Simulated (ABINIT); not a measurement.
The system is PbS (Galena).

```
Pb S
1.0
     0.00000    2.96575    2.96575
     2.96575    0.00000    2.96575
     2.96575    2.96575    0.00000
Pb S
1 1
Direct
  0.00000 0.00000 0.00000
  0.50000 0.50000 0.50000
```

Base run:

- Program: ABINIT 10.8.3 (patched build)
- Functional: LDA
- Potentials or basis: PseudoDojo NC SR LDA v0.4.1 standard
- Cutoff: 762 eV
- k mesh: 6 × 6 × 6
- Occupations: fermi-dirac, width 0.05 eV
- Spin: no spin polarisation

Its results: band gap on the k mesh 0.24 eV, direct; pressure -2.6 GPa.

Q: After a change of settings the same cell gave: band gap on the k mesh 0.23 eV, direct; pressure -4.9 GPa. Which change was it?
A. functional from LDA to PBEsol; potentials or basis from PseudoDojo NC SR LDA v0.4.1 standard to PseudoDojo NC SR PBEsol v0.4.1 standard; cutoff from 762 eV to 653 eV
B. potentials or basis from PseudoDojo NC SR LDA v0.4.1 standard to PseudoDojo NC SR LDA v0.4 stringent; cutoff from 762 eV to 871 eV; valence electrons from 20 to 28
C. functional from LDA to PBE; potentials or basis from PseudoDojo NC SR LDA v0.4.1 standard to PseudoDojo NC SR PBE v0.4.1 standard

A: B.

Caveats: spin-orbit coupling is left out, which as a rule narrows the gap of such compounds by several tenths of an eV.

Not every run made on this cell is shown here.
